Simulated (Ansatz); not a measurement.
## SnS₂: computed properties

Level of theory: DFT r2SCAN, scalar-relativistic, plane waves, PAW in Ansatz.

Plane waves to 500 eV, a k mesh through Γ of 12×12×6 on the computed 3-atom cell and Gaussian smearing (0.02 eV); no spin polarisation.

The structure is relaxed at this level of theory with its symmetry kept.

```cif
data_structure
_symmetry_space_group_name_H-M 'P 1'
_symmetry_Int_Tables_number 1
_cell_length_a 3.6733
_cell_length_b 3.6733
_cell_length_c 6.2647
_cell_angle_alpha 90.000
_cell_angle_beta 90.000
_cell_angle_gamma 120.000
_cell_volume 73.21
loop_
_atom_site_label
_atom_site_type_symbol
_atom_site_fract_x
_atom_site_fract_y
_atom_site_fract_z
_atom_site_occupancy
Sn1 Sn 0.00000 0.00000 0.00000 1
S1 S 0.33333 0.66667 0.23337 1
S2 S 0.66667 0.33333 0.76663 1
```

```json
{"Space group": "P-3m1 (No. 164)", "Volume per atom": "24.40 Å³", "Formation energy from the elements' standard states (uncorrected)": "-0.492 eV/atom", "Generalised Kohn–Sham band gap": "1.89 eV, indirect from (0.000, 0.161, -0.125) to (0.000, 0.479, 0.333)", "Löwdin character of the top 1 eV of the valence band": "S 3p 96 %", "Löwdin character of the lowest 1 eV of the conduction band": "S 3p 54 %, Sn 5s 37 %, unprojected 6 %", "Electron masses at the edge by Cartesian direction of the standard setting (m_e; degenerate bands sorted by energy; no spin-orbit coupling)": "x: 0.25; y: 0.72; z: 1.5", "Hole masses at the edge by Cartesian direction of the standard setting (m_e; degenerate bands sorted by energy; no spin-orbit coupling)": "x: 0.23; y: 1.9; z: 4.2", "Bader charges (e)": "Sn (1 in the cell) 1.69, S (2 in the cell) -0.85"}
```

Each cell of SnS2 holds layers, and where no dispersion correction was added their binding is poorly described.

Cost: 8 runs of about 7.7 core-minutes in all, on Arm Neoverse V1 (shared hosts).